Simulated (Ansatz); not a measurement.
# How the functional moves the response of TiPbO₃ (P4mm) (LDA, r²SCAN)

```yaml
crystal:
  lattice:
    - [3.85403, 0.00000, 0.00000]
    - [0.00000, 3.85403, 0.00000]
    - [0.00000, 0.00000, 4.05670]
  atoms:
    - { symbol: Ti, position: [0.50000, 0.50000, 0.54156] }
    - { symbol: Pb, position: [0.00000, 0.00000, 0.00759] }
    - { symbol: O, position: [0.50000, 0.50000, 0.10348] }
    - { symbol: O, position: [0.50000, 0.00000, 0.61429] }
    - { symbol: O, position: [0.00000, 0.50000, 0.61429] }
```

This cell (12.05 Å³ an atom) was relaxed by PAW under LDA, and each functional gets its own cell relaxed so. Quantity: elastic moduli (Hill averages, relaxed ions; θ_D from sound speeds over directions).

Runs: (1) LDA, PAW on Ansatz 0.2.0's default frozen-core files (fitted under PBE), scalar-relativistic; k mesh 6×6×6, strains of ±0.005, fixed occupations, cutoff 420 eV. (2) r²SCAN, PAW on Ansatz 0.2.0's default frozen-core files (fitted under PBE), scalar-relativistic; k mesh 6×6×6, strains of ±0.008, fixed occupations, cutoff 500 eV.

Under LDA: B = 115 GPa, G = 61.4 GPa, C11 = 286 GPa, C33 = 90.6 GPa, C44 = 62.1 GPa, ν = 0.273, θ_D = 379 K.

Task: Which way does r²SCAN move the volume, and by how much?

Result: a = 3.844, c = 4.474 Å, 13.22 Å³ an atom: 9.7 % larger.

Task: What does r²SCAN give for these quantities?

Result: 

```json
{"quantity": "B", "LDA": "115 GPa", "r²SCAN": "73.0 GPa", "change": "-37 %"}
{"quantity": "G", "LDA": "61.4 GPa", "r²SCAN": "43.9 GPa", "change": "-28 %"}
{"quantity": "C11", "LDA": "286 GPa", "r²SCAN": "221 GPa", "change": "-23 %"}
{"quantity": "C33", "LDA": "90.6 GPa", "r²SCAN": "45.6 GPa", "change": "-50 %"}
{"quantity": "C44", "LDA": "62.1 GPa", "r²SCAN": "51.7 GPa", "change": "-17 %"}
{"quantity": "ν", "LDA": "0.273", "r²SCAN": "0.249", "change": "-9 %"}
{"quantity": "θ_D", "LDA": "379 K", "r²SCAN": "315 K", "change": "-17 %"}
```

Known limits: frozen-core PAW files fitted under PBE, their cores solved anew for the functional of the run; no spin-orbit coupling on heavy atoms; constants at zero field, no piezoelectric stiffening.
